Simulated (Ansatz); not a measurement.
## Cu2O: a prediction, then the measurements

Level of theory: Ansatz, DFT PBE, scalar-relativistic, plane waves, PAW.

Cutoff 420 eV; k points 8×8×8 on the computed 6-atom cell (Γ-centred); Gaussian smearing, width 0.02 eV; no spin polarisation.

Relaxed structure, symmetry kept:

```
Cu O
1.0
     4.29824    0.00000    0.00000
     0.00000    4.29824    0.00000
     0.00000    0.00000    4.29824
Cu O
4 2
Direct
  0.25000 0.25000 0.25000
  0.25000 0.75000 0.75000
  0.75000 0.75000 0.25000
  0.75000 0.25000 0.75000
  0.00000 0.00000 0.00000
  0.50000 0.50000 0.50000
```

* Space group: Pn-3m (No. 224)
* Volume per atom: 13.23 Å³
* Formation energy from the elements' standard states (uncorrected): -0.392 eV/atom
* Kohn–Sham band gap: 0.48 eV, direct at Γ
* Löwdin character of the top 1 eV of the valence band: Cu 3d 70 %, O 2p 16 %, Cu 4s 12 %
* Löwdin character of the lowest 1 eV of the conduction band: Cu 3d 43 %, Cu 4s 25 %, O 2s 18 %, O 2p 12 % (semilocal functionals without a Hubbard U place empty 3d levels too low)
* Electron masses at the edge by Cartesian direction of the standard setting (m_e; degenerate bands sorted by energy; no spin-orbit coupling): x: 0.93; y: 0.93; z: 0.93
* Hole masses at the edge by Cartesian direction of the standard setting (m_e; degenerate bands sorted by energy; no spin-orbit coupling): x: 3.4, 3.4, 0.15; y: 3.4, 3.4, 0.15; z: 3.4, 3.4, 0.15
* Bulk modulus: 112 GPa
* Its pressure derivative: 4.7
* Electronic dielectric constant xx, yy, zz of the standard setting (independent particles): 9.3, 9.3, 9.3
* Bader charges (e): Cu (4 in the cell) 0.54, O (2 in the cell) -1.08

A ferromagnetic start lost its moments in a first run, so spin was left out; other magnetic orders weren't tried.

**The experiment to reproduce.**

From “Phonons, Nature of Bonding and Their Relation to Anomalous Thermal Expansion Behavior of M2O (M=Au, Ag, Cu)”, 2013, arxiv:1311.4701, for a powder of Cu2O: lattice constant a 4.268 Å at 293 K; bulk modulus 112 GPa.

From “Magneto-absorption spectra of hydrogen-like yellow exciton series in cuprous oxide: excitons in strong magnetic fields”, 2018, pmc:5959916, for a bulk crystal of Cu2O at 1.2 K: band gap 2.172 eV.

Against the measured lattice constant a of Cu2O, 4.268 Å (293 K; powder; quoted in the paper above), the calculated 4.298 Å is off by +0.7 %. 2 values of this kind are on record (4.267 to 4.268 Å); this one was drawn at random. The calculation is for 0 K without zero-point motion. Measured band gap of Cu2O: 2.172 eV (1.2 K; the paper above). This calculation gives 0.48 eV (-1.70 eV). So large a miss may mean another phase, state or a wrong row. 2 values of this kind are on record (2.17 to 2.172 eV); this one was drawn at random. Kohn–Sham gaps of semilocal functionals fall short of measured ones as a rule. A measured bulk modulus of Cu2O is 112 GPa (quoted in the paper above); the calculated 112 GPa misses it by -0.3 %.